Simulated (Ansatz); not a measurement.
Runs of Ansatz 0.2.0 on SiC (Moissanite). It takes space group P6_3mc (No. 186, hexagonal). The conventional cell has a = 3.076 Å, b = 3.076 Å, c = 5.048 Å, α = 90.00°, β = 90.00°, γ = 120.00°. Around Si (site symmetry 3m) lie 4 C at 1.87 to 1.94 Å. C (site symmetry 3m) has 4 Si at 1.87 to 1.94 Å as nearest neighbours. 

```tsv
task	level	potentials or basis	cell	cutoff (eV)	points for each segment of the path	gap on the mesh (eV)	pressure (GPa)	largest force (eV/Å)
relaxation of cell and atoms	PBEsol	Ansatz PAW	relaxed	420	-	(b)	0.0	-
band structure	r2SCAN	Ansatz PAW	as given	500	14	2.85	(c)	(a)
band structure	PBE	PseudoDojo standard (PBE files)	as given	1116	14	2.49	3.7	0.76
band structure	rPW86-PBE	Ansatz PAW	as given	420	14	2.77	7.3	0.76
```

Alike in all rows: no spin polarisation; k mesh 10 × 10 × 5; smearing fermi-dirac 0.05 eV.

Question: Fill in the values left out.

Answer: (a) 0.77; (b) 2.28; (c) 0.2.

Caveats: the PAW data sets come from PBE, with cores solved anew for the run's functional, which leaves a small shift of forces and pressure (some runs); the k mesh misses the band edges, so the gap on the mesh is wider than the one along the path (some runs); odd divisions of the mesh miss points on the zone boundary, where band edges often lie, so the gap on the mesh can be too wide (some runs); the plane-wave basis is chosen anew once the cell has moved, so the energies of steps on either side of that aren't comparable (some runs).
